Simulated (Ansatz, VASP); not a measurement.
## InP in VASP and in Ansatz

Contents of INCAR:

```
PREC = Accurate ; ENCUT = 600
EDIFF = 1E-6 ; ISMEAR = 0
SIGMA = 0.01 ; LREAL = F
LASPH = T ; NELM = 100
ALGO = Fast ; ISIF = 3
LWAVE = F ; LCHARG = F
GGA = PS ; IBRION = 2
NSW = 80 ; EDIFFG = -0.001
```

KPOINTS

```
Automatic mesh
0
Gamma
  10 10 10
```

File POSCAR:

```
InP
1.0
    0.0000000000      2.9390910315      2.9390910315
    2.9390910315      0.0000000000      2.9390910315
    2.9390910315      2.9390910315      0.0000000000
In P
1 1
Direct
    0.0000000000      0.0000000000      0.0000000000
    0.2500000000      0.2500000000      0.2500000000
```

Input for Ansatz:

```yaml
crystal:
  lattice:
    - [0.0, 2.9390910315, 2.9390910315]
    - [2.9390910315, 0.0, 2.9390910315]
    - [2.9390910315, 2.9390910315, 0.0]
  atoms:
    - { symbol: In, position: [0.0, 0.0, 0.0] }
    - { symbol: P, position: [0.25, 0.25, 0.25] }
basis:
  ecutwfc: 420
kpoints:
  mp_grid: { grid: [10, 10, 10] }
hamiltonian:
  xc: pbesol
scf:
  occupations: { method: fixed }
output:
  forces: true
  stress: true
  eigenvalues: true
relax:
  adjacent_minimum: "off"
  f_tol: 0.001
  max_steps: 60
  cell: { stress_tol: 0.01 }
```

Alike in both runs: task relaxation of cell and atoms; functional PBEsol; k mesh 10 × 10 × 10; no spin polarisation.

```csv
,VASP,Ansatz
version,VASP 6.6.1,Ansatz 0.2.0
potentials or method,"VASP PAW PBE potentials, release 64 (In_d, P)","scalar-relativistic, plane waves, PAW"
plane-wave cutoff (eV),600,420
occupations,"gaussian, width 0.01 eV",fixed
valence electrons in the cell,18,18
```

Ansatz gave:

- gap on the k mesh at the Fermi level, each at its own relaxed structure (eV): 0.57
- relaxed volume (Å³/atom): 25.39
- relaxed cell length with the largest relative difference (Å): 4.157

Q: Which values does VASP return?

A: gap on the k mesh at the Fermi level, each at its own relaxed structure (eV): 0.57; relaxed volume (Å³/atom): 25.40; relaxed cell length with the largest relative difference (Å): 4.157.

Caveats: the PAW data sets were made with another functional, which shifts forces and pressure a little (VASP); spin-orbit coupling is left out, which moves the levels of the heavy elements.
